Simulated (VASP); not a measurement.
A run of VASP 6.6.1 is set up as follows.

File INCAR:

```
  PREC = Accurate
  ENCUT = 520
  EDIFF = 1E-7
  ISMEAR = -1
  SIGMA = 0.1
  LREAL = False
  LASPH = True
  NELM = 100
  ALGO = Normal
  ISIF = 2
  LWAVE = False
  LCHARG = False
  GGA = B5
  ALDAX = 1.0
  AGGAX = 1.0
  AGGAC = 1.0
  ALDAC = 0.0
  NBANDS = 32
```

Contents of KPOINTS:

```
Automatic mesh
0
Gamma
  19 19 5
```

POSCAR

```
Cr
1.0
    2.5204727940      0.0000000000      0.0000000000
   -1.2602363970      2.1827934692      0.0000000000
    0.0000000000      0.0000000000      8.9520916914
Cr
4
Direct
    0.0000000000      0.0000000000      1.0000000000
    1.0000000000      1.0000000000      0.5000000000
    0.3333333333      0.6666666667      0.2500000000
    0.6666666667      0.3333333333      0.7500000000
```

Potentials or basis: VASP PAW PBE potentials, release 64 (Cr_pv).

Command:

```bash
$ cat potpaw_PBE.64/Cr_pv/POTCAR > POTCAR
$ mpirun -np 1 vasp_std > vasp.out
```

(1) Estimate the pressure.

(2) What does it give for the band gap on the k mesh?

## Answers

(1) -0.1 GPa.

(2) none (metal or under the smearing width).

Caveat: the PAW data sets were made with another functional, which shifts forces and pressure a little; the run has no spin polarisation, though such a crystal can be magnetic.
